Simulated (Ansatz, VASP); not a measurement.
Two plane-wave programs on CaO

```xyz
2
Lattice="0.0031 2.4490 2.4490 2.4490 0.0031 2.4490 2.4521 2.4521 0.0000" Properties=species:S:1:pos:R:3 pbc="T T T"
Ca    0.0000    0.0000    0.0000
O     2.4521    2.4521    2.4490
```

Change from the starting cell: strain +0.0025 x Voigt [0, 0, 0, 0, 0, 1], atoms carried along.

Alike in both runs: task single point; functional LDA; k mesh 8 × 8 × 8; occupations gaussian, width 0.05 eV; no spin polarisation.

|  | VASP | Ansatz |
| --- | --- | --- |
| version | VASP 6.6.1 | Ansatz 0.2.0 |
| potentials or method | VASP PAW LDA potentials, release 64 (Ca_sv, O) | scalar-relativistic, plane waves, PAW |
| plane-wave cutoff (eV) | 520 | 420 |
| valence electrons in the cell | 16 | 16 |

```tsv
	VASP	Ansatz	Ansatz less VASP
gap on the k mesh at the Fermi level (eV)	3.47	3.50	+0.023
least direct gap on the mesh (eV)	3.86	3.88	+0.025
pressure (GPa)	-11.2	-11.8	-0.59
largest component of the traceless stress (GPa)	0.19	0.19	+0.002
```

A k mesh can miss the band edges.
